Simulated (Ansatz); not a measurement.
SnSe2:

```
CELL_PARAMETERS angstrom
3.81100 0.00000 0.00000
-1.90550 3.30042 0.00000
0.00000 0.00000 6.13600
ATOMIC_POSITIONS crystal
Sn 0.00000 0.00000 0.00000
Se 0.66667 0.33333 0.75100
Se 0.33333 0.66667 0.24900
```

Base run:

| Property | Result |
| --- | --- |
| Program | Ansatz 0.2.0 |
| Functional | PBEsol |
| Potentials or basis | all-electron LAPW, scalar-relativistic |
| Cutoff | 239 eV |
| Density cutoff | 957 eV |
| Basis error allowed | 0.002 eV/atom |
| k mesh | 8 × 8 × 5 |
| Occupations | fermi-dirac, width 0.05 eV |
| Spin | no spin polarisation |

Its results: band gap on the k mesh 0.74 eV, indirect (least direct gap 1.01 eV); pressure 2.5 GPa; largest force 0.598 eV/Å.

**Question.** The run is repeated on the same cell with these changes: functional from PBEsol to LDA. What comes out?

**Answer.** Band gap on the k mesh 0.68 eV, indirect (least direct gap 0.88 eV); pressure 0.8 GPa; largest force 0.477 eV/Å.

LDA binds more tightly than PBEsol, so the same cell stands under less pressure.

Caveats: spin-orbit coupling is left out, which moves the levels of the heavy elements; this functional lacks dispersion, which binds the layers, so the pressure and a relaxed spacing across them are unreliable (some runs).

Not every run made on this cell is shown here.
